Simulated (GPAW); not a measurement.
# BAs (F-43m) in GPAW: notebook, part 2 of 3

GPAW 26.7.0. Earlier steps stand in the parts before.

## Step 3: One-shot levels of the hybrid HSE06, PBE

Input file run.py:

```python
import numpy as np
from ase.dft.bandgap import bandgap
from ase.io import read, write
from ase.units import GPa
from gpaw import GPAW, PW
from gpaw.hybrids import NonSelfConsistentHybridXCCalculator
from gpaw.hybrids.energy import non_self_consistent_energy

atoms = read('BAs.cif')

calc = GPAW(mode=PW(600),
            xc='PBE',
            kpts={'size': (6, 6, 6), 'gamma': True},
            occupations={'name': 'fermi-dirac', 'width': 0.05},
            nbands=13,
            convergence={'density': 1e-05, 'energy': 1e-05, 'bands': 9, 'eigenstates': 1e-07},
            maxiter=150,
            txt='gpaw.txt')
atoms.calc = calc
energy = atoms.get_potential_energy()
forces = atoms.get_forces()
stress = atoms.get_stress()
calc.write('gs.gpw')
write('result.traj', atoms)
print(f'Energy: {energy:.6f} eV')
print('Forces (eV/A):')
print(forces.round(4))
print('Stress (GPa):', (stress / GPa).round(3))
print('Fermi level:', round(calc.get_fermi_level(), 4), 'eV')
print(f'Gap: {bandgap(calc)[0]:.4f} eV, direct: {bandgap(calc, direct=True)[0]:.4f} eV')

for xc in ['HSE06', 'YS-PBE0', 'B3LYP']:
    e = non_self_consistent_energy(calc, xc).sum()
    print(f'{xc} energy on these orbitals: {e:.6f} eV')
    nsc = NonSelfConsistentHybridXCCalculator.from_dft_calculation(
        calc.dft, xc, log=f'levels-{xc}.txt')
    dft_skn, hyb_skn = nsc.calculate(calc.dft.ibzwfs, 0, 9)
    np.savetxt(f'levels-{xc}.dat', hyb_skn.reshape((-1, hyb_skn.shape[-1])), fmt='%.4f')
```

Input file BAs.cif:

```cif
data_BAs
_cell_length_a 3.37784909
_cell_length_b 3.37784909
_cell_length_c 3.37784909
_cell_angle_alpha 60.00000000
_cell_angle_beta 60.00000000
_cell_angle_gamma 60.00000000
_space_group_name_H-M_alt 'P1'
_space_group_name_Hall 'P 1'
_space_group_IT_number 1
loop_
_space_group_symop_operation_xyz
'x,y,z'
loop_
_atom_site_label
_atom_site_type_symbol
_atom_site_symmetry_multiplicity
_atom_site_Wyckoff_symbol
_atom_site_fract_x
_atom_site_fract_y
_atom_site_fract_z
_atom_site_occupancy
As1 As 1 a 0.7500000000 0.7500000000 0.7500000000 1
B1 B 1 a 0.0000000000 0.0000000000 0.0000000000 1
```

Potentials or basis: GPAW PAW data sets (gpaw-data 1.2.1), pw.

Started as:

```console
$ OMP_NUM_THREADS=1 python run.py
```

gpaw.txt:

```text
__  _  _
 | _ |_)|_||  |
 |__||  | ||/\| - 26.7.0

Input parameters:
  mode=PW(ecut=600.0),
  convergence={'density': 1e-05, 'energy': 1e-05, 'bands': 9, 'eigenstates': 1e-07},
  kpts=MonkhorstPack(size=(6, 6, 6), gamma=True),
  maxiter=150,
  nbands=13,
  occupations=Occupations(name='fermi-dirac', width=0.05),
  xc=XC(name='PBE')

Diagonalizing LCAO Hamiltonian
Converting LCAO to pw mode

                     As

       B

Atoms  # Å, Bohr magnetons
|   | symbol |        x |        y |        z |    initial magnetic moments |
|---|--------|----------|----------|----------|-----------------------------|
| 0 |     As | 5.066774 | 2.925303 | 2.068502 | ( 0.0000,  0.0000,  0.0000) |
| 1 |      B | 0.000000 | 0.000000 | 0.000000 | ( 0.0000,  0.0000,  0.0000) |

Unit cell  # Å
| periodic |        x |        y |        z |  lengths |    angles |
|----------|----------|----------|----------|----------|-----------|
|      yes | 3.377849 | 0.000000 | 0.000000 | 3.377849 | 60.000000 |
|      yes | 1.688925 | 2.925303 | 0.000000 | 3.377849 | 60.000000 |
|      yes | 1.688925 | 0.975101 | 2.758002 | 3.377849 | 60.000000 |

Number of symmetries: 24
Symmetry operations  # r_c * U_cc + t_c -> r_c
|    | kind |            matrix            |
|----|------|------------------------------|
|  0 |  E   |  1, 0, 0,  0, 1, 0,  0, 0, 1 |
|  1 |  σ   |  1, 0, 0,  0, 0, 1,  0, 1, 0 |
|  2 |  σ   |  1, 0,-1,  0, 1,-1,  0, 0,-1 |
|  3 |  C3  |  1, 0,-1,  0, 0,-1,  0, 1,-1 |
|  4 |  C3  |  1,-1, 0,  0,-1, 1,  0,-1, 0 |
|  5 |  σ   |  1,-1, 0,  0,-1, 0,  0,-1, 1 |
|  6 |  σ   |  0, 1, 0,  1, 0, 0,  0, 0, 1 |
|  7 |  C3  |  0, 1, 0,  0, 0, 1,  1, 0, 0 |
|  8 |  C2  |  0, 1,-1,  1, 0,-1,  0, 0,-1 |
|  9 |  S4  |  0, 1,-1,  0, 0,-1,  1, 0,-1 |
| 10 |  C3  |  0, 0, 1,  1, 0, 0,  0, 1, 0 |
| 11 |  σ   |  0, 0, 1,  0, 1, 0,  1, 0, 0 |
| 12 |  S4  |  0, 0,-1,  1, 0,-1,  0, 1,-1 |
| 13 |  C3  |  0, 0,-1,  0, 1,-1,  1, 0,-1 |
| 14 |  S4  |  0,-1, 1,  1,-1, 0,  0,-1, 0 |
| 15 |  C2  |  0,-1, 1,  0,-1, 0,  1,-1, 0 |
| 16 |  C3  |  0,-1, 0,  1,-1, 0,  0,-1, 1 |
| 17 |  S4  |  0,-1, 0,  0,-1, 1,  1,-1, 0 |
| 18 |  S4  | -1, 1, 0, -1, 0, 1, -1, 0, 0 |
| 19 |  C3  | -1, 1, 0, -1, 0, 0, -1, 0, 1 |
| 20 |  C3  | -1, 0, 1, -1, 1, 0, -1, 0, 0 |
| 21 |  S4  | -1, 0, 1, -1, 0, 0, -1, 1, 0 |
| 22 |  σ   | -1, 0, 0, -1, 1, 0, -1, 0, 1 |
| 23 |  C2  | -1, 0, 0, -1, 0, 1, -1, 1, 0 |

BZ-sampling:
  Number of BZ points: 216
  Number of IBZ points: 16

  Monkhorst-Pack size: [6, 6, 6]
[... 82 lines left out ...]
    |   2s |  2.000 |      -9.443 |    0.635 |
    |   2p |  1.000 |      -3.606 |    0.635 |
    |    s |        |      17.768 |    0.635 |
    |    p |        |      23.605 |    0.635 |
    |    d |        |       0.000 |    0.635 |

    Using partial waves for B as LCAO basis

Reference energy: -62172.463167  # eV

eigensolver:
  PPCG
  Converge bands: 9
  niter=2

density mixing:
  MSR1-Mixer
  Pratt-step length: 0.05
  Maximum mixing coefficient: 0.75
  Old densities: 10
  SVD Regularization: 0.005
  Good broyden scale: 1.0
  Trust region scale: 1.0
  Backstep threshold: 4.0
  History deletion threshold: 6.0
  Fourier metric: weight=20.0, sigma=0.015

occupation numbers:
  Fermi-Dirac:
    width: 0.0500  # eV

poisson solver:
  ecut: 4800.0  # eV

xc functional:
  name: PBE with 2 nearest neighbor stencil

convergence criteria:
- Maximum integral of absolute [dens]ity change: 1e-05 electrons / valence electron
- Maximum [total energy] change in last 3 cyles: 1e-05 eV / valence electron
- Maximum integral of absolute [eigenst]ate change: 1e-07 eV^2 / valence electron
maximum number of iterations: 150

SCF iterations
|iter     | |      energy | eigst |  dens |
|---------|-|-------------|-------|-------|
|iter:   1| |  -11.959110 | +1.58 |       |
|iter:   2| |  -11.840613 | -0.04 | -0.72 |
|iter:   3| |  -11.380769 | -0.90 | -0.76 |
|iter:   4| |  -11.378239 | -2.92 | -1.44 |
|iter:   5| |  -11.378685 | -3.66 | -1.90 |
|iter:   6| |  -11.378718 | -5.04 | -2.65 |
|iter:   7| |  -11.378718c| -6.84 | -3.60 |
|iter:   8| |  -11.378718c| -6.74 | -4.13 |
|iter:   9| |  -11.378718c| -8.09c| -5.36c|

Converged in 9 steps
Energy contributions relative to reference atoms: (reference = -62172.463167)

Energy contributions:
  Kinetic:          20.253096
  Coulomb:         -17.881510
  Zero:             -0.007467
  External:          0.000000
  Xc:              -13.742837
  Entropy:          -0.000000
  Spinorbit:         0.000000
  ----------------------------
  Free energy:     -11.378718
  Extrapolated:    -11.378718

dipole moment: (-4.555829, -2.630309, -1.859909)  # |e|*Ang

Fermi level: 8.605
Eigenvalues  # (at kpt = [0.000, 0.000, 0.000])
| band index |      eig [eV] | occ [0-2] |
|------------|---------------|-----------|
|          0 |        -7.411 |     2.000 |
|          1 |         7.983 |     2.000 |
|          2 |         7.983 |     2.000 |
|          3 |         7.983 |     2.000 |
|          4 |        11.273 |     0.000 |
|          5 |        11.273 |     0.000 |
|          6 |        11.273 |     0.000 |
|          7 |        12.711 |     0.000 |
|          8 |        17.629 |     0.000 |
|          9 |        21.062 |     0.000 |
|         10 |        21.120 |     0.000 |
|         11 |        22.479 |     0.000 |
|         12 |        22.479 |     0.000 |

Gap: 1.282 eV
Transition (v -> c):
  (s=0, k=0, n=3, [0.00, 0.00, 0.00]) -> (s=0, k=5, n=4, [0.33, 0.33, 0.00])
Direct/indirect transitions are different
Direct gap: 3.290 eV
Transition at: (s=0, k=0, n=3, [0.00, 0.00, 0.00])

Forces  # eV/Ang
|        x |        y |        z |
|----------|----------|----------|
|  0.00000 | -0.00000 | -0.00000 |  # As   0
| -0.00000 | -0.00000 | -0.00000 |  # B    1

Stress tensor  # eV/Ang^3
|         x |         y |         z |
|-----------|-----------|-----------|
| -0.020957 | -0.000000 |  0.000000 |
|  0.000000 | -0.020957 |  0.000000 |
| -0.000000 | -0.000000 | -0.020957 |

# Writing to gs.gpw (mode='')
```

stdout:

```text
Energy: -11.378718 eV
Forces (eV/A):
[[ 0. -0. -0.]
 [-0. -0. -0.]]
Stress (GPa): [-3.358 -3.358 -3.358  0.     0.    -0.   ]
Fermi level: 8.6053 eV
Gap: 1.2823 eV, direct: 3.2905 eV
IBZ(<points: 16, symmetries: 24>)
Occupied bands: 4
DFT energy: -11.37871827039577 eV
minus DFT-XC energy: 13.742837413596394 eV
Core-core contribution:           -566.429
Valence-core contribution:          -4.581
Valence-valence contribution:      -12.832
HSE06 energy on these orbitals: -25.302891 eV
IBZ(<points: 16, symmetries: 24>)
Occupied bands: 4
DFT energy: -11.37871827039577 eV
minus DFT-XC energy: 13.742837413596394 eV
Core-core contribution:           -566.429
Valence-core contribution:          -4.581
Valence-valence contribution:      -12.398
YS-PBE0 energy on these orbitals: -341.623602 eV
IBZ(<points: 16, symmetries: 24>)
Occupied bands: 4
DFT energy: -11.37871827039577 eV
minus DFT-XC energy: 13.742837413596394 eV
Core-core contribution:           -453.143
Valence-core contribution:          -3.665
Valence-valence contribution:      -12.869
B3LYP energy on these orbitals: -21.819545 eV
```

levels-HSE06.txt:

```text
IBZ(<points: 16, symmetries: 24>)
Occupied bands: 4
Calculating eigenvalues:
  k-points: 16
  Bands: 0-8 (inclusive)
HSE06-eigenvalue shifts:
  min: -1.911 eV
  ave: -0.025 eV
  max: 1.233 eV
```

Wall time 4.4 min (1 thread of Arm Neoverse V1, shared host); peak memory 0.37 GiB.

Results:

```
Free energy                            : -11.3787 eV
Pressure                               : 3.4 GPa
Band gap on the k mesh                 : 1.28 eV, indirect (least direct gap 3.29 eV)
Band gap of the one-shot hybrid        : 1.94 eV
Direct band gap of the one-shot hybrid : 4.10 eV
```

Levels at points of the mesh, in eV from the valence-band top:
| k point | band 1 | band 2 | band 3 | band 4 | band 5 | band 6 | band 7 | band 8 | band 9 |
| --- | --- | --- | --- | --- | --- | --- | --- | --- | --- |
| (0.00, 0.00, 0.00) | -15.39 | 0.00 | 0.00 | 0.00 | 3.29 | 3.29 | 3.29 | 4.73 | 9.65 |
| (0.50, 0.50, 0.00) | -11.21 | -8.52 | -4.07 | -4.07 | 1.43 | 1.45 | 11.41 | 11.41 | 12.94 |
| (0.50, 0.50, 0.50) | -12.52 | -8.78 | -1.82 | -1.82 | 2.71 | 4.80 | 4.80 | 8.93 | 12.78 |

Band gaps from one-shot exact exchange on these states (eV): hse06 1.94, ys_pbe0 2.20, b3lyp 2.58

Caveat: the k mesh is coarse; the cutoff is short for stress and forces, so pressures can be off by a GPa or more; energy and the plain gap are those of the semilocal run; the hybrids' values are one shot on its orbitals and mesh.

## Step 4: Equation of state, LDA

Input file run.py:

```python
from ase.eos import EquationOfState
from ase.io import Trajectory, read
from ase.units import GPa
from gpaw import GPAW, PW

atoms = read('POSCAR')

traj = Trajectory('eos.traj', 'w')
volumes, energies = [], []
for x in [0.94, 0.96, 0.98, 1.0, 1.02, 1.04, 1.06]:
    a = atoms.copy()
    a.set_cell(atoms.cell * x**(1 / 3), scale_atoms=True)
    calc = GPAW(mode=PW(800),
                xc='LDA',
                kpts={'size': (8, 8, 8), 'gamma': True},
                occupations={'name': 'fermi-dirac', 'width': 0.05},
                nbands=11,
                convergence={'density': 1e-05, 'energy': 1e-05},
                maxiter=150,
                txt=f'eos-{x:.2f}.txt')
    a.calc = calc
    energies.append(a.get_potential_energy(force_consistent=True))
    volumes.append(a.get_volume())
    p = -a.get_stress()[:3].mean() / GPa
    calc.write(f'eos-{x:.2f}.gpw')
    traj.write(a)
    print(f'{x:.2f} {volumes[-1]:10.4f} A^3 {energies[-1]:14.6f} eV {p:9.3f} GPa', flush=True)

v0, e0, B = EquationOfState(volumes, energies, eos='birchmurnaghan').fit()
print(f'V0 = {v0:.4f} A^3, E0 = {e0:.6f} eV, B0 = {B / GPa:.2f} GPa')
```

Input file POSCAR:

```
BAs
1.0
    0.0000000000      2.3885000000      2.3885000000
    2.3885000000      0.0000000000      2.3885000000
    2.3885000000      2.3885000000      0.0000000000
As B
1 1
Direct
    0.7500000000      0.7500000000      0.7500000000
    0.0000000000      0.0000000000      0.0000000000
```

Potentials or basis: the program's PAW data sets (release 1.2.1) made for this functional, pw.

Started as:

```console
$ OMP_NUM_THREADS=1 python run.py
```

Output:

```text
__  _  _
 | _ |_)|_||  |
 |__||  | ||/\| - 26.7.0

Input parameters:
  mode=PW(ecut=800.0),
  convergence={'density': 1e-05, 'energy': 1e-05},
  kpts=MonkhorstPack(size=(8, 8, 8), gamma=True),
  maxiter=150,
  nbands=11,
  occupations=Occupations(name='fermi-dirac', width=0.05),
  xc=XC(name='LDA')

Diagonalizing LCAO Hamiltonian
Converting LCAO to pw mode

                  As

       B

Atoms  # Å, Bohr magnetons
|   | symbol |        x |        y |        z |    initial magnetic moments |
|---|--------|----------|----------|----------|-----------------------------|
| 0 |     As | 3.509612 | 3.509612 | 3.509612 | ( 0.0000,  0.0000,  0.0000) |
| 1 |      B | 0.000000 | 0.000000 | 0.000000 | ( 0.0000,  0.0000,  0.0000) |

Unit cell  # Å
| periodic |        x |        y |        z |  lengths |    angles |
|----------|----------|----------|----------|----------|-----------|
|      yes | 0.000000 | 2.339741 | 2.339741 | 3.308894 | 60.000000 |
|      yes | 2.339741 | 0.000000 | 2.339741 | 3.308894 | 60.000000 |
|      yes | 2.339741 | 2.339741 | 0.000000 | 3.308894 | 60.000000 |

Number of symmetries: 24
Symmetry operations  # r_c * U_cc + t_c -> r_c
|    | kind |            matrix            |
|----|------|------------------------------|
|  0 |  E   |  1, 0, 0,  0, 1, 0,  0, 0, 1 |
|  1 |  σ   |  1, 0, 0,  0, 0, 1,  0, 1, 0 |
|  2 |  σ   |  1, 0,-1,  0, 1,-1,  0, 0,-1 |
|  3 |  C3  |  1, 0,-1,  0, 0,-1,  0, 1,-1 |
|  4 |  C3  |  1,-1, 0,  0,-1, 1,  0,-1, 0 |
|  5 |  σ   |  1,-1, 0,  0,-1, 0,  0,-1, 1 |
|  6 |  σ   |  0, 1, 0,  1, 0, 0,  0, 0, 1 |
|  7 |  C3  |  0, 1, 0,  0, 0, 1,  1, 0, 0 |
|  8 |  C2  |  0, 1,-1,  1, 0,-1,  0, 0,-1 |
|  9 |  S4  |  0, 1,-1,  0, 0,-1,  1, 0,-1 |
| 10 |  C3  |  0, 0, 1,  1, 0, 0,  0, 1, 0 |
| 11 |  σ   |  0, 0, 1,  0, 1, 0,  1, 0, 0 |
| 12 |  S4  |  0, 0,-1,  1, 0,-1,  0, 1,-1 |
| 13 |  C3  |  0, 0,-1,  0, 1,-1,  1, 0,-1 |
| 14 |  S4  |  0,-1, 1,  1,-1, 0,  0,-1, 0 |
| 15 |  C2  |  0,-1, 1,  0,-1, 0,  1,-1, 0 |
| 16 |  C3  |  0,-1, 0,  1,-1, 0,  0,-1, 1 |
| 17 |  S4  |  0,-1, 0,  0,-1, 1,  1,-1, 0 |
| 18 |  S4  | -1, 1, 0, -1, 0, 1, -1, 0, 0 |
| 19 |  C3  | -1, 1, 0, -1, 0, 0, -1, 0, 1 |
| 20 |  C3  | -1, 0, 1, -1, 1, 0, -1, 0, 0 |
| 21 |  S4  | -1, 0, 1, -1, 0, 0, -1, 1, 0 |
| 22 |  σ   | -1, 0, 0, -1, 1, 0, -1, 0, 1 |
| 23 |  C2  | -1, 0, 0, -1, 0, 1, -1, 1, 0 |

BZ-sampling:
  Number of BZ points: 512
  Number of IBZ points: 29

  Monkhorst-Pack size: [8, 8, 8]
  Monkhorst-Pack shift: [0.0625, 0.0625, 0.0625]

K-points  # in reciprocal-cell coordinates
|     |                                coordinates |     weight |
|-----|--------------------------------------------|------------|
|   0 | (  0.00000000,   0.00000000,   0.00000000) | 0.00195312 |
|   1 | (  0.12500000,   0.12500000,   0.00000000) | 0.01171875 |
[... 75 lines left out ...]
    |   2s |  2.000 |      -9.383 |    0.635 |
    |   2p |  1.000 |      -3.714 |    0.635 |
    |    s |        |      17.828 |    0.635 |
    |    p |        |      23.498 |    0.635 |
    |    d |        |       0.000 |    0.635 |

    Using partial waves for B as LCAO basis

Reference energy: -62082.522108  # eV

eigensolver:
  PPCG
  Converge bands: occupied
  niter=2

density mixing:
  MSR1-Mixer
  Pratt-step length: 0.05
  Maximum mixing coefficient: 0.75
  Old densities: 10
  SVD Regularization: 0.005
  Good broyden scale: 1.0
  Trust region scale: 1.0
  Backstep threshold: 4.0
  History deletion threshold: 6.0
  Fourier metric: weight=20.0, sigma=0.015

occupation numbers:
  Fermi-Dirac:
    width: 0.0500  # eV

poisson solver:
  ecut: 6400.0  # eV

xc functional:
  name: None

convergence criteria:
- Maximum integral of absolute [dens]ity change: 1e-05 electrons / valence electron
- Maximum [total energy] change in last 3 cyles: 1e-05 eV / valence electron
- Maximum integral of absolute [eigenst]ate change: 4e-08 eV^2 / valence electron
maximum number of iterations: 150

SCF iterations
|iter     | |      energy | eigst |  dens |
|---------|-|-------------|-------|-------|
|iter:   1| |  -13.689625 | -0.22 |       |
|iter:   2| |  -13.541566 | -2.26 | -0.69 |
|iter:   3| |  -12.924605 | -1.65 | -0.74 |
|iter:   4| |  -12.915057 | -3.14 | -1.45 |
|iter:   5| |  -12.914688 | -4.11 | -1.92 |
|iter:   6| |  -12.914685 | -5.40 | -2.61 |
|iter:   7| |  -12.914686c| -7.21 | -3.84 |
|iter:   8| |  -12.914686c| -7.79c| -4.34 |
|iter:   9| |  -12.914686c| -8.81c| -5.51c|

Converged in 9 steps
Energy contributions relative to reference atoms: (reference = -62082.522108)

Energy contributions:
  Kinetic:          27.788315
  Coulomb:         -24.103173
  Zero:              0.000445
  External:          0.000000
  Xc:              -16.600273
  Entropy:          -0.000000
  Spinorbit:         0.000000
  ----------------------------
  Free energy:     -12.914686
  Extrapolated:    -12.914686

dipole moment: (-3.061898, -3.061898, -3.061898)  # |e|*Ang

Fermi level: 9.035
Eigenvalues  # (at kpt = [0.000, 0.000, 0.000])
| band index |      eig [eV] | occ [0-2] |
|------------|---------------|-----------|
|          0 |        -7.451 |     2.000 |
|          1 |         8.506 |     2.000 |
|          2 |         8.506 |     2.000 |
|          3 |         8.506 |     2.000 |
|          4 |        11.861 |     0.000 |
|          5 |        11.861 |     0.000 |
|          6 |        11.861 |     0.000 |
|          7 |        14.026 |     0.000 |
|          8 |        18.261 |     0.000 |
|          9 |        21.960 |     0.000 |
|         10 |        22.004 |     0.000 |

Gap: 1.095 eV
Transition (v -> c):
  (s=0, k=0, n=3, [0.00, 0.00, 0.00]) -> (s=0, k=12, n=4, [0.38, 0.38, 0.00])
Direct/indirect transitions are different
Direct gap: 3.356 eV
Transition at: (s=0, k=0, n=3, [0.00, 0.00, 0.00])

Stress tensor  # eV/Ang^3
|         x |         y |         z |
|-----------|-----------|-----------|
| -0.037516 | -0.000000 | -0.000000 |
| -0.000000 | -0.037516 |  0.000000 |
| -0.000000 |  0.000000 | -0.037516 |

# Writing to eos-0.94.gpw (mode='')
```

Run time: 67 s. Hardware: 1 thread of Arm Neoverse V1, shared host; peak memory 0.21 GiB.

Results:

```
Equilibrium volume                      : 13.31 Å³/atom
Bulk modulus                            : 148 GPa
Pressure derivative of the bulk modulus : 4.2
```

Energy against volume, from the lowest point:
```tsv
volume (Å³/atom)	energy (meV/atom)
12.809	9.19
13.081	1.77
13.354	0.00
13.626	3.31
13.899	11.19
14.171	23.19
14.444	38.89
```

(Continued in part 3 of 3.)
